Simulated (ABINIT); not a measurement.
Here is an ABINIT 10.8.3 (patched build) calculation.

File run.abi:

```
pp_dirpath "./"
pseudos "Pb.upf, S.upf"

acell 3*1.0 Angstrom
rprim
     0.0000000000     2.9657500000     2.9657500000
     2.9657500000     0.0000000000     2.9657500000
     2.9657500000     2.9657500000     0.0000000000
ntypat 2
znucl 82 16
natom 2
typat 1 2
xcart
     0.0000000000     0.0000000000     0.0000000000
     2.9657500000     2.9657500000     2.9657500000 Angstrom

ecut 26.0

kptopt 1
ngkpt 6 6 6
nshiftk 1
shiftk 0.0 0.0 0.0

ixc 11

nband 14
occopt 3
tsmear 0.05 eV

nstep 100
tolvrs 1.0e-10

iomode 3
prtwf 0
prtden 0
prteig 0
prtebands 0
enunit 2
```

Potentials or basis: PseudoDojo NC SR PBE v0.4.1 standard.

Run with:

```bash
$ mpirun --bind-to none -np 4 abinit run.abi > log 2>&1
```

**Question.** Predict the band gap on the k mesh.

**Answer.** 0.37 eV, direct.

**Question.** Predict the pressure.

**Answer.** 2.2 GPa.

Caveat: spin-orbit coupling is left out, which as a rule narrows the gap of such compounds by several tenths of an eV. A k mesh can miss the band edges.
